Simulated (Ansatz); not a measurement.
Input and command of a plane-wave DFT calculation in Ansatz:

```yaml
crystal:
  lattice:
    - [6.9621647617, 0.0, 0.0]
    - [-3.4810823808, 5.7835830949, 0.0]
    - [0.0, 0.0, 24.559837203]
  atoms:
    - { symbol: Sn, position: [0.1811359475, 0.3622718951, 0.3460934993] }
    - { symbol: Sn, position: [0.1811359475, 0.8622718951, 0.3460934993] }
    - { symbol: Sn, position: [0.6811359476, 0.3622718951, 0.3460934993] }
    - { symbol: Sn, position: [0.6811359476, 0.8622718951, 0.3460934993] }
    - { symbol: Sn, position: [0.3524382518, 0.7048765036, 0.4523810321] }
    - { symbol: Sn, position: [0.3524382518, 0.2048765036, 0.4523810321] }
    - { symbol: Sn, position: [0.8524382518, 0.7048765036, 0.4523810321] }
    - { symbol: Sn, position: [0.8524382518, 0.2048765036, 0.4523810321] }
    - { symbol: Sn, position: [0.5231142393, 0.0462284786, 0.5588064678] }
    - { symbol: Sn, position: [0.5231142393, 0.5462284786, 0.5588064678] }
    - { symbol: Sn, position: [0.0231142393, 0.0462284786, 0.5588064678] }
    - { symbol: Sn, position: [0.0231142393, 0.5462284786, 0.5588064678] }
    - { symbol: O, position: [0.6481142393, 0.0462284786, 0.6345398688] }
basis:
  ecutwfc: 420
kpoints:
  mp_grid: { grid: [5, 5, 1] }
hamiltonian:
  xc: pbe
scf:
  occupations: { method: gaussian, width: 0.1 }
output:
  forces: true
  eigenvalues: true
  write_density: true
  write_potential: true
  elf: true
  volumetric_format: npy
relax:
  adjacent_minimum: "off"
  f_tol: 0.02
  max_steps: 25
  constraints:
    - { sites: [0, 1, 2, 3, 4, 5, 6, 7, 8, 9, 10, 11] }
    - { site: 12, fix: xy }
efield:
  axis: 3
  dipole_correction: true
  ramp_width: 0.04
```

```bash
ansatz run input.yaml --threads 4 --pin off --max-ram 10240MiB --backend cpu --events-out ev --progress --plain --runs-dir out
```

Processor: Intel(R) Xeon(R) Processor @ 2.50GHz (Skylake/Cascade Lake), 4 threads, on a host shared with other jobs.

Question: How long does it run, and how much memory does it take?

Answer: About 4.5 min on 4 threads of Intel(R) Xeon(R) Processor @ 2.50GHz (Skylake/Cascade Lake), on a shared host, peak memory 2.7 GiB. It solves 105 bands at 13 k points (the mesh reduced by symmetry) with about 19367 plane waves, in 20 SCF iterations over 4 ionic steps.
